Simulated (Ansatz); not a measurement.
**Worked example: C4H9NO + C3H8O → C4H8O2 + C3H9N**

Gas-phase species: C4H9NO (butyramide) `CCCC(N)=O`, singlet; C3H8O (1-propanol) `CCCO`, singlet; C4H8O2 (butyric acid) `CCCC(=O)O`, singlet; C3H9N (propylamine) `CCCN`, singlet. The partners trade NH2 for OH; both sit on C, so the bond types are kept.

Shapes, held fixed at every level: PBE0-D4/def2-TZVP. Flexible molecules stand in one conformer, not always the lowest. Programs: Ansatz 0.2.0. Electronic energies: no zero-point or thermal term.

At CCSD(T)/CBS estimate; 1 Eh = 2625.50 kJ/mol:

```
species  energy (Eh)
 C4H9NO  -287.526494
  C3H8O  -194.143418
 C4H8O2  -307.396743
  C3H9N  -174.277120
```

Task: Work out ΔE of the reaction at this level.

Result: 
1. Products less reactants: (-307.396743) + (-174.277120) − [(-287.526494) + (-194.143418)] = -0.003951 Eh = -10.4 kJ/mol.

Other levels give -12.6 (CCSD(T)/def2-TZVPP) to -6.0 kJ/mol (B3LYP-D4/def2-TZVPP). No measured value is set beside it here. The CBS estimate extrapolates MP2 from def2-TZVPP and def2-QZVPP and adds CCSD(T) − MP2 in the triple-zeta set, cores frozen.
